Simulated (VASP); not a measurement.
# Mg: single point with PBE

The system is Mg.

```
CELL_PARAMETERS angstrom
3.20509 0.00000 0.00000
-1.60254 2.77569 0.00000
0.00000 0.00000 5.15921
ATOMIC_POSITIONS crystal
Mg 0.33333 0.66667 0.75000
Mg 0.66667 0.33333 0.25000
```

- Program: VASP 6.6.1
- Task: single point
- Functional: PBE
- Potentials or basis: VASP PAW PBE potentials, release 64 (Mg)
- Cutoff: 520 eV
- k mesh: 16 × 16 × 8
- Occupations: gaussian, width 0.05 eV
- Spin: no spin polarisation
- Dipole correction: no
- Further INCAR settings: ALGO = Fast; EDIFF = 1e-07; NBANDS = 9

The pressure is -0.1 GPa. The band gap on the k mesh is none (metal or under the smearing width).

Levels at points of the mesh, in eV from the Fermi level:
| k point | band 1 | band 2 | band 3 | band 4 | band 5 | band 6 | band 7 |
| --- | --- | --- | --- | --- | --- | --- | --- |
| (0.00, 0.00, 0.00) | -6.95 | -1.65 | -1.17 | 10.84 | 10.84 | 10.93 | 10.93 |
| (0.50, 0.00, 0.00) | -2.18 | -2.18 | 2.66 | 3.03 | 3.33 | 3.72 | 6.78 |
| (0.00, 0.00, 0.50) | -5.54 | -5.54 | 5.15 | 5.15 | 11.59 | 11.59 | 11.59 |
| (0.50, 0.00, 0.50) | -1.12 | -1.12 | -0.47 | -0.47 | 7.97 | 7.97 | 8.03 |

Run time: 52 s on 1 thread of AMD EPYC 7R43 64-Core Processor (Zen 3) (shared host), peak memory 0.15 GiB.
